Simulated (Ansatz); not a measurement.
**Boron (R-3m, 12 atoms a cell): how G0W0 depends on its starting point**

One-shot GW is not self-consistent; how far does the start matter for Boron (R-3m, 12 atoms a cell)?

Calculated with Ansatz 0.2.0; G0W0 on several functionals, plane waves, PAW.

In doubt: masses and optical values from hybrid runs of this build are listed as unsure (steps 3, 4), which bears on the screening that GW takes from such a start.

### Step 1. Starting point

It takes space group R-3m (No. 166, trigonal). The conventional cell has a = 4.918 Å, b = 4.918 Å, c = 12.581 Å, α = 90.00°, β = 90.00°, γ = 120.00°. Nearest to B lie 6 B at 1.67 to 1.81 Å. B has 5 B at 1.79 to 1.81 Å nearest.

The cell and positions come from the Crystallography Open Database and are kept as given unless a step says otherwise. The default PAW set here is soft_2. Its files were made with PBE.

### Step 2. G0W0 on PBE

Now the one-shot GW correction: screening in the RPA, then the self-energy of the levels asked for.

This step: G0W0 on PBE, plane waves, PAW.

input.yaml

```yaml
crystal:
  lattice:
    - [2.45895, 1.4196754444, 4.1935]
    - [-2.45895, 1.4196754444, 4.1935]
    - [0.0, -2.8393508888, 4.1935]
  atoms:
    - { symbol: B, position: [0.01019, 0.65361, 0.01019] }
    - { symbol: B, position: [0.01019, 0.01019, 0.65361] }
    - { symbol: B, position: [0.65361, 0.01019, 0.01019] }
    - { symbol: B, position: [0.98981, 0.34639, 0.98981] }
    - { symbol: B, position: [0.34639, 0.98981, 0.98981] }
    - { symbol: B, position: [0.98981, 0.98981, 0.34639] }
    - { symbol: B, position: [0.22118, 0.6306, 0.22118] }
    - { symbol: B, position: [0.22118, 0.22118, 0.6306] }
    - { symbol: B, position: [0.6306, 0.22118, 0.22118] }
    - { symbol: B, position: [0.77882, 0.3694, 0.77882] }
    - { symbol: B, position: [0.3694, 0.77882, 0.77882] }
    - { symbol: B, position: [0.77882, 0.77882, 0.3694] }
kpoints:
  mp_grid: { grid: [4, 4, 4] }
hamiltonian:
  xc: pbe
scf:
  occupations: { method: fixed }
gw:
  n_empty_bands: 366
  ecut_chi: 150.0
  qp_bands: [v4, c4]
  qp_kpoints: band_edges
  screening: { model: contour_deformation }
```

Run with:

```sh
> ansatz run input.yaml --threads 3 --pin off --max-ram 64512MiB --backend cuda --events-out ev --progress --plain --runs-dir out --devices 1 --max-vram 24GiB  # rebuilt from the run's record
```

Numbers of over 12 decimals in the logs are rounded to 6 here.

The program printed:

```text
GPUs: using 1 of 1 available (devices: 1).
Engine: ansatz 0.2.0, x86_64-unknown-linux-gnu
Pseudopotentials: kind: paw
Pseudopotential: B, paw, valence charge 3, recommended cutoff 420 eV (normal), B.paw.azcp
Functional definition: PBE
  parameter kappa = 0.804
  parameter beta = 0.066725
  exchange = pbe_x(kappa = kappa, mu = beta*pi^2/3)
  correlation = pbe_c(beta = beta)
device memory: the entry about to start is reckoned to put 1.0 GiB on a device that reports 73.7 GiB free (of which the cap on the GPU budget leaves the run 24.0 GiB)
GPU FFT provider: cuFFT
GPU libraries: cuBLAS 13.8.1, cuFFT 12.4.0, cuSOLVER 12.3.2
Crystal: 12 atoms, lattice volume = 87.835 Å³
Basis set: ecut = 420 eV, 1731 PW (Γ)
Bands: 30, of which v1, the nominal top of the filled ones, is band 18 counted from 1 (17 counted from 0)
Symmetry: 12 space group operations
Space group: R-3m (ITA 166), of the structure as read, at distance tolerance 4.4e-5 Å
k-points: 13 of 64
Non-local potential: B, projectors of the file, l = 0: 2, l = 1: 2, l = 2: 1
PAW form: soft (Blöchl's): semilocal exchange-correlation on the pseudo side does not see the compensation charge
PAW one-centre angular grid: B, 110 points (default); XC on 64 Gauss nodes
Initial density: superposition of atomic densities (neutral atoms: chi_scale 0, normalization atom), corrected by the library's trained network
Initial wavefunctions: pseudopotential atomic-orbital guess
GPU buffer pool allocated for 46656 grid points (all kernels)
GPU transforms: local potential and band sums: pruned to the plane-wave sphere, on 36×36×36
Functional: x = pbe(κ = 0.804, μ = 0.219515), c = pbe(β = 0.066725)
SCF iter   1: F=—  HF=-1870.961735 eV  |F-HF|=—  |Δ(HF+E_count)|=         —  Δρ=6.65e-3  dr2=3.58e-2  ethr=1.77e-3  ⟨swp⟩=4.5  Hψ=1822  notcnv=0  defer=125
preconditioner: auto → none  [insulator: Δε(μ)=1.493 eV  Ē_g=12.299 eV  n_scr=14 (ndim 8)  ℏωp=23.8 eV  f_vac=0.000  ε∞_Penn≈4.7]
SCF iter   2: F=—  HF=-1870.952816 eV  |F-HF|=—  |Δ(HF+E_count)|=   8.92e-3  Δρ=2.88e-3  dr2=4.40e-3  ethr=9.94e-5  ⟨swp⟩=2.2  Hψ=713  notcnv=0  defer=127
SCF iter   3: F=—  HF=-1870.952979 eV  |F-HF|=—  |Δ(HF+E_count)|=   1.63e-4  Δρ=7.15e-4  dr2=6.57e-4  ethr=1.22e-5  ⟨swp⟩=2.0  Hψ=569  notcnv=0  defer=127
SCF iter   4: F=—  HF=-1870.952901 eV  |F-HF|=—  |Δ(HF+E_count)|=   7.85e-5  Δρ=3.00e-4  dr2=5.47e-5  ethr=1.82e-6  ⟨swp⟩=2.0  Hψ=516  notcnv=0  defer=127
SCF iter   5: F=—  HF=-1870.952913 eV  |F-HF|=—  |Δ(HF+E_count)|=   1.25e-5  Δρ=8.81e-5  dr2=6.57e-6  ethr=1.52e-7  ⟨swp⟩=2.0  Hψ=508  notcnv=0  defer=119
SCF iter   6: F=-1870.952914 eV  HF=-1870.952914 eV  |F-HF|=8.15e-8  |Δ(HF+E_count)|=   7.66e-7  Δρ=1.43e-5  dr2=9.90e-8  ethr=2.78e-10  ⟨swp⟩=9.4  Hψ=2174  notcnv=0
SCF 1 converged in 6 iterations: F = -1870.952914 eV  dr2 = 9.90e-8
  greatest PAW one-centre occupation: 0.547 electrons in one spin orbital (limit 2), on the B atom at site 2 (counted from 0), in its partial waves of l = 0
device memory: the entry about to start is reckoned to put 1.0 GiB (of the 1.1 GiB reckoned in all, the device holds 0.1 GiB already) on a device that reports 72.9 GiB free (of which the cap on the GPU budget leaves the run 23.9 GiB)
NSCF: frozen V_eff on 13 k-points, pencils in batches of 32, up to order 120
the band table was solved once the SCF had ended and its energy, with any forces and stress, was formed, with the checks that follow a solve (1663 applications of the Hamiltonian). They found nothing against the state; the energy, forces and stress were not computed again (output.eigenvalues in the input reference)
device memory: the entry about to start is reckoned to put 4.4 GiB on a device that reports 72.9 GiB free (of which the cap on the GPU budget leaves the run 24.0 GiB)
NSCF: frozen V_eff on 13 k-points
G₀W₀ screening: q 1/13
[... further progress lines ...]
device memory: the entry about to start is reckoned to put 0.4 GiB on a device that reports 74.0 GiB free (of which the cap on the GPU budget leaves the run 24.0 GiB)
NSCF: frozen V_eff on 1 k-points
device memory: the entry about to start is reckoned to put 0.4 GiB on a device that reports 74.1 GiB free (of which the cap on the GPU budget leaves the run 24.0 GiB)
NSCF: frozen V_eff on 1 k-points
device memory: the entry about to start is reckoned to put 0.4 GiB on a device that reports 74.1 GiB free (of which the cap on the GPU budget leaves the run 24.0 GiB)
NSCF: frozen V_eff on 1 k-points
SCF converged after 6 iterations
Free energy (F): -1870.952914 eV
Harris-Foulkes:  -1870.952914 eV  (|F-HF|=8.15e-8)
Internal energy: -1870.952914 eV  (E = F + TS)
E sigma→0 (E₀):  -1870.952914 eV
Fermi energy:    8.969952 eV
--- Per-component energies (eV) ---
  E_band       = 90.425896
  E_kinetic    = 595.002937
  E_local      = -369.326241  (includes V_loc(G=0)·N_el)
  E_nonlocal   = 135.562151
  E_hartree    = 111.069420
  E_xc         = -388.075017
  E_vxc        = -460.919115  (∫ρ·V_xc dr)
  E_paw        = -943.208102  (= ΣΔE_a)
  E_vpaw       = -32.031385  (= ΣTr[D̂ρ^β])
  E_aug_tail   = -0.000032  (compensation charges beyond the density's cutoff)
  E_ewald      = -1011.978030
  E_smearing   = -0.000000  (= −TS)
  E_closure    = 0.000000  (closes the sum)
  Σ components = -1870.952914   (vs F -1870.952914, Δ=0.00e0)
--- Band table (eV; the first three rows and the last of 13) ---
  k-point 0: bands = [... 14 lower, 7.5989, 8.1023, 8.1023, 8.6120, 10.4680, 13.4430, 13.4430, 13.6629, ... 8 higher]
  k-point 1: bands = [... 14 lower, 6.6832, 6.8462, 7.4279, 8.2859, 10.9700, 12.2704, 12.8368, 13.8306, ... 8 higher]
  k-point 2: bands = [... 14 lower, 6.3050, 7.0400, 7.2837, 8.3444, 10.8947, 12.1126, 12.5712, 13.7722, ... 8 higher]
  k-point 12: bands = [... 14 lower, 6.0251, 7.1197, 7.1197, 8.9700, 11.5702, 11.7181, 11.7181, 13.8092, ... 8 higher]
--- G₀W₀: contour deformation, 7 samples at zero and on the imaginary axis and 2 off it, 64 q-points, 366 empty bands' worth ---
  eigenvalues of the whole cell's RPA ε∞ on this k-mesh (on a slab, of 1 + 4πα/V) = 7.4393, 10.3248, 10.3248; static W/v taken at q = 0 is 0.107253
  bands read: the sum over 384 bands ends inside a degenerate multiplet in 2 slots, whose members it reads at an even weight; the widest, k=0: bands 384 to 385 (counted from 1) at 1/2 each
  gw.qp_kpoints: band_edges: 13 of 13 stored k-points solved, in 1 pass; an edge of the gap read off the rows below is read off those points alone
    ik  band        ε_KS         Σx   Σc(E_QP)       V_xc       Z   E_QP_lin       E_QP  E_QP is
     0    15      7.5989   -15.1955     1.3837   -13.2764  0.7841     7.0610     7.0635  root
     0    16      8.1023   -17.1261     2.1488   -14.3811  0.7771     7.5023     7.5061  root
     0    17      8.1023   -17.1261     2.1488   -14.3811  0.7771     7.5023     7.5061  root
     0    18      8.6120   -15.4628     0.9117   -14.2037  0.7908     8.2638     8.2646  root
     0    19     10.4680    -8.1579    -3.7011   -11.9486  0.8049    10.5576    10.5575  root
     0    20     13.4430    -7.3105    -5.6938   -13.4240  0.7610    13.8659    13.8627  root
     0    21     13.4430    -7.3105    -5.6938   -13.4240  0.7610    13.8659    13.8627  root
     0    22     13.6629    -8.2612    -5.0999   -13.7613  0.7729    14.0633    14.0631  root
     1    15      6.6832   -17.1937     2.4858   -14.0500  0.7648     6.0188     6.0254  root
     1    16      6.8462   -16.2329     1.7049   -14.0517  0.7771     6.3675     6.3699  root
     1    17      7.4279   -16.4578     1.9400   -13.9532  0.7777     6.8598     6.8634  root
     1    18      8.2859   -16.9757     1.9914   -14.4169  0.7798     7.7153     7.7185  root
     1    19     10.9700    -7.7964    -4.2565   -12.2605  0.7956    11.1779    11.1776  root
     1    20     12.2704    -8.1132    -4.5676   -12.9621  0.7906    12.5525    12.5517  root
     1    21     12.8368    -7.9645    -5.1165   -13.4585  0.7763    13.2162    13.2143  root
     1    22     13.8306    -7.5296    -5.6279   -13.5344  0.7601    14.2093    14.2075  root
     2    15      6.3050   -15.6414     1.6939   -13.3908  0.7772     5.7450     5.7484  root
     2    16      7.0400   -16.5143     2.0666   -13.9012  0.7736     6.4900     6.4934  root
     2    17      7.2837   -15.6558     1.5070   -13.7050  0.7825     6.8382     6.8400  root
     2    18      8.3444   -17.1791     2.0702   -14.5228  0.7788     7.7549     7.7583  root
     2    19     10.8947    -9.0184    -3.9821   -13.2117  0.7921    11.1063    11.1059  root
     2    20     12.1126    -8.1344    -5.0882   -13.5344  0.7794    12.4255    12.4244  root
     2    21     12.5712    -7.7059    -4.8611   -12.9018  0.7852    12.9072    12.9060  root
     2    22     13.7722    -8.1164    -5.0390   -13.4286  0.7835    14.0462    14.0454  root
[...]
12    15      6.0251   -15.8503     1.9841   -13.3374  0.7720     5.4923     5.4962  root
    12    16      7.1197   -15.4994     1.4895   -13.5455  0.7826     6.6533     6.6552  root
    12    17      7.1197   -15.4994     1.4895   -13.5455  0.7826     6.6533     6.6552  root
    12    18      8.9700   -15.3623     0.7125   -14.3223  0.7927     8.6417     8.6424  root
    12    19     11.5702    -7.9081    -4.3681   -12.5866  0.7928    11.8814    11.8806  root
    12    20     11.7181    -8.5208    -4.3523   -13.1995  0.7911    12.0454    12.0445  root
    12    21     11.7181    -8.5208    -4.3523   -13.1995  0.7911    12.0454    12.0445  root
    12    22     13.8092    -7.3827    -5.9344   -13.7133  0.7513    14.2082    14.2054  root
```

The job ended after 19 s (1 × NVIDIA H100 80GB HBM3 (shared by 3 runs) with 3 threads of AMD EPYC 7R13 (Zen 3), shared host; peak memory 1.6 GiB; 28 s of CPU time).

In the SCF lines HF is the Harris–Foulkes energy and dr2 the Hartree energy of the density residual, in eV; the loop may stop once dr2 is under the threshold and the program's other checks hold. Hψ counts applications of the Hamiltonian.

Numbers from this step:

```yaml
bands_summed: 384
rpa_eps_infinity_on_this_mesh_eigenvalues: 7.439, 10.32, 10.32
plane_waves_in_the_screening_matrix: 345
q_points_in_the_mesh: 64
g0w0_gap_on_the_mesh: 1.915 eV
k_of_the_valence_top: -0.5, -0.5, -0.5
k_of_the_conduction_bottom: 0, 0, 0
starting_gap_on_the_mesh: 1.446 eV
z_at_the_valence_top: 0.7927
z_at_the_conduction_bottom: 0.8049
least_direct_g0w0_gap_on_the_computed_points: 2.293 eV
```

The gap on the mesh goes from 1.45 eV to 1.92 eV, a correction of +0.47 eV, though a band edge has moved to another state.

### Step 3. G0W0 on HSE06

One-shot GW remembers its start. Another functional's orbitals and levels show by how much.

This step: G0W0 on HSE06, plane waves, PAW.

Changes to input.yaml since step 2:

```diff
@@ -21,3 +21,3 @@
 hamiltonian:
-  xc: pbe
+  xc: hse06
 scf:
```

The program printed:

```text
GPUs: using 1 of 1 available (devices: 1).
[...]
davidson cushion auto → on  (no smearing: the cushion is to keep the highest requested band from converging to the state above it; pin scf.eigensolver.cushion to override)
[...]
GPU FFT provider: cuFFT
GPU libraries: cuBLAS 13.8.1, cuFFT 12.4.0, cuSOLVER 12.3.2
Crystal: 12 atoms, lattice volume = 87.835 Å³
Basis set: ecut = 420 eV, 1731 PW (Γ)
Bands: 30, of which v1, the nominal top of the filled ones, is band 18 counted from 1 (17 counted from 0)
Symmetry: 12 space group operations
[...]
k-points: 13 of 64
[...]
GPU buffer pool allocated for 46656 grid points (all kernels)
[...]
SCF iter   1: F=—  HF=-1870.943538 eV  |F-HF|=—  |Δ(HF+E_count)|=         —  Δρ=6.63e-3  dr2=3.56e-2  ethr=1.77e-3  ⟨swp⟩=7.6  Hψ=2020  notcnv=0
[...]
SCF iter   4: F=-1870.934881 eV  HF=-1870.934883 eV  |F-HF|=1.42e-6  |Δ(HF+E_count)|=   5.03e-5  Δρ=2.87e-4  dr2=4.68e-5  ethr=1.29e-7  ⟨swp⟩=2.7  Hψ=1974  notcnv=0
SCF 1 stopped early in 4 iterations: F = -1870.934881 eV  dr2 = 4.68e-5
[...]
GPU FFT provider: cuFFT
GPU libraries: cuBLAS 13.8.1, cuFFT 12.4.0, cuSOLVER 12.3.2
[...]
GPU buffer pool allocated for 46656 grid points (all kernels)
[...]
Frozen-core exchange: fock
[...]
Internal energy: -1872.244586 eV  (E = F + TS)
E sigma→0 (E₀):  -1872.244586 eV
Fermi energy:    8.657751 eV
[...]
--- Band table (eV; the first three rows and the last of 13) ---
  k-point 0: bands = [... 14 lower, 7.0865, 7.4622, 7.4622, 8.2606, 10.6686, 14.1892, 14.1892, 14.2686, ... 5 higher]
  k-point 1: bands = [... 14 lower, 5.9285, 6.2847, 6.8179, 7.6869, 11.3182, 12.7154, 13.4358, 14.5405, ... 5 higher]
  k-point 2: bands = [... 14 lower, 5.7122, 6.4250, 6.8023, 7.7249, 11.2004, 12.6764, 13.0865, 14.3179, ... 5 higher]
  k-point 12: bands = [... 14 lower, 5.4021, 6.6211, 6.6211, 8.6578, 11.9785, 12.1529, 12.1529, 14.5958, ... 5 higher]
  guard bands above this table: 3 of the run's 30 bands. The solve was not asked for them (output.publish_guard_bands: true or output.eigenvalues: true publishes all)
[...]
0    15      7.0865   -15.4221     1.3701   -13.8489  0.8072     6.8833     6.8836  root
     0    16      7.4622   -17.1736     2.0058   -15.0080  0.8010     7.3023     7.3025  root
     0    17      7.4622   -17.1736     2.0058   -15.0080  0.8010     7.3023     7.3025  root
     0    18      8.2606   -15.5335     0.9048   -14.4992  0.8125     8.1310     8.1311  root
     0    19     10.6686    -7.8905    -3.6332   -11.5037  0.8257    10.6486    10.6486  root
     0    20     14.1892    -7.1778    -5.4048   -12.5276  0.7872    14.1341    14.1341  root
     0    21     14.1892    -7.1778    -5.4048   -12.5276  0.7872    14.1341    14.1341  root
     0    22     14.2686    -8.1877    -4.8424   -13.0483  0.7960    14.2868    14.2868  root
[...]
12    19     11.9785    -7.8295    -4.1843   -12.0631  0.8147    12.0278    12.0278  root
    12    20     12.1529    -8.4171    -4.1836   -12.6624  0.8136    12.2147    12.2146  root
    12    21     12.1529    -8.4171    -4.1836   -12.6624  0.8136    12.2147    12.2146  root
    12    22     14.5958    -7.2662    -5.6199   -12.7806  0.7786    14.4905    14.4903  root
[key lines of the parts left out:]
Free energy (F): -1872.244586 eV
```

It took 35 s on 1 × NVIDIA H100 80GB HBM3 (shared by 3 runs) with 3 threads; peak memory 1.8 GiB.

This step gave:

- bands summed: 384
- RPA ε∞ on this mesh (eigenvalues): 6.248, 8.267, 8.267
- plane waves in the screening matrix: 345
- q-points in the mesh: 64
- G0W0 gap on the mesh: 2.133 eV
- k of the valence top: -0.5, -0.5, -0.5
- k of the conduction bottom: 0, 0, 0
- starting gap on the mesh: 2.011 eV
- Z at the valence top: 0.8142
- Z at the conduction bottom: 0.8257
- least direct G0W0 gap on the computed points: 2.517 eV

Against the run with 4×4×4 mesh, 366 empty bands, screening to 150 eV on PBE, the gap moves by +0.22 eV, while the start moved by +0.57 eV.

### Step 4. G0W0 on PBE0

This step: G0W0 on PBE0, plane waves, PAW.

Changes to input.yaml since step 3:

```diff
@@ -21,3 +21,3 @@
 hamiltonian:
-  xc: hse06
+  xc: pbe0
 scf:
```

The program printed:

```text
GPUs: using 1 of 1 available (devices: 1).
[...]
GPU FFT provider: cuFFT
GPU libraries: cuBLAS 13.8.1, cuFFT 12.4.0, cuSOLVER 12.3.2
Crystal: 12 atoms, lattice volume = 87.835 Å³
Basis set: ecut = 420 eV, 1731 PW (Γ)
Bands: 30, of which v1, the nominal top of the filled ones, is band 18 counted from 1 (17 counted from 0)
Symmetry: 12 space group operations
[...]
k-points: 13 of 64
[...]
0    21     14.5666    -7.1675    -5.2831   -12.1419  0.8008    14.2588    14.2579  root
     0    22     14.6348    -8.1837    -4.7352   -12.6795  0.8108    14.3960    14.3955  root
[...]
12    19     12.3280    -7.8247    -4.1030   -11.7094  0.8246    12.1100    12.1096  root
    12    20     12.4965    -8.4097    -4.1057   -12.3164  0.8236    12.2977    12.2975  root
    12    21     12.4965    -8.4097    -4.1057   -12.3164  0.8236    12.2977    12.2975  root
    12    22     14.9858    -7.2567    -5.4901   -12.3834  0.7937    14.6237    14.6223  root
[key lines of the parts left out:]
Free energy (F): -1872.863820 eV
Fermi energy:    8.321778 eV
```

Wall time 39 s (1 × NVIDIA H100 80GB HBM3 (shared by 3 runs) with 3 threads); peak memory 1.7 GiB; 58 s of CPU time.

This step gave:

```yaml
bands_summed: 384
rpa_eps_infinity_on_this_mesh_eigenvalues: 5.773, 7.465, 7.465
plane_waves_in_the_screening_matrix: 345
g0w0_gap_on_the_mesh: 2.249 eV
k_of_the_valence_top: -0.5, -0.5, -0.5
k_of_the_conduction_bottom: 0, 0, 0
starting_gap_on_the_mesh: 2.676 eV
least_direct_g0w0_gap_on_the_computed_points: 2.639 eV
```

Against the run with 4×4×4 mesh, 366 empty bands, screening to 150 eV on HSE06, the gap moves by +0.12 eV, while the start moved by +0.67 eV.

### Step 5. Side by side

All on the 4×4×4 mesh with 366 empty bands and screening to 150 eV. Times are wall times on 1 × NVIDIA H100 80GB HBM3 (shared by 3 runs) with 3 threads of AMD EPYC 7R13 (Zen 3), shared host, good to a factor of about two.

```
start  starting gap (eV)  shift (eV)  G0W0 gap (eV)  RPA ε∞ (harmonic mean)  Z (valence, conduction)  time
  PBE               1.45       +0.47           1.92                    9.14               0.79, 0.80  19 s
HSE06               2.01       +0.12           2.13                    7.46               0.81, 0.83  35 s
 PBE0               2.68       −0.43           2.25                    6.80               0.82, 0.83  39 s
```

The parts of the quasiparticle energy at the two band edges (eV; QP = start + Σx + Σc − Vxc):

```
  run               edge  start      Σx     Σc     Vxc     Z     QP
  PBE        valence top   8.97  -15.36   0.71  -14.32  0.79   8.64
  PBE  conduction bottom  10.47   -8.16  -3.70  -11.95  0.80  10.56
HSE06        valence top   8.66  -15.44   0.73  -14.57  0.81   8.52
HSE06  conduction bottom  10.67   -7.89  -3.63  -11.50  0.83  10.65
 PBE0        valence top   8.32  -15.46   0.69  -14.91  0.82   8.46
 PBE0  conduction bottom  11.00   -7.83  -3.58  -11.13  0.83  10.71
```

For a hybrid start, Vxc holds its share of exact exchange. Where G0W0 reorders the edges (PBE), the two states listed lie further apart at the start than the starting gap.

### Step 6. Results

| Item | Value |
| --- | --- |
| G0W0@PBE | 1.92 eV (start 1.45 eV) |
| G0W0@HSE06 | 2.13 eV (start 2.01 eV) |
| G0W0@PBE0 | 2.25 eV (start 2.68 eV) |
| known limits | not at the basis limit |

In words: The starting gaps span 1.23 eV and the G0W0 gaps 0.33 eV. Between PBE and PBE0, 0.33 eV of the 1.23 eV survives, 27 %. PBE0 screens less than PBE (ε∞ 6.80 against 9.14). Of the 0.33 eV by which its G0W0 gap is higher, the correlation part gives +0.14 eV, and exchange with the one-particle terms, which follow the orbitals, +0.20 eV. On PBE0 the correction is negative: that start lies above its own G0W0 value. The smallest correction, +0.12 eV, is on HSE06, the start nearest to reproducing itself. Bands and cutoff are finite, so the gap is not at the basis limit. The miss can reach some tenths of an eV and take either sign; the mesh is an error of its own. The program warns that the mesh is coarse for exact exchange, which bears on the hybrid start's gap.

[Paths, hosts, dates, memory and timing lines, banners, echoed tables and standing remarks are left out of the program output.]

[Logs are printed without paths, hosts, clocks, repeated set-up lines and the standing remarks that a program may print on its own settings, such as how far it seeks lower states.]

[Runs of the session that timed out or met a known fault of the program may be left out.]

[Cells called generated may have been cut or substituted from an entry of the Crystallography Open Database or the Materials Project.]

[Hosts, paths, dates, database ids (printed as entryN), source tags and the programs' standing remarks are cut or masked in the printed files.]
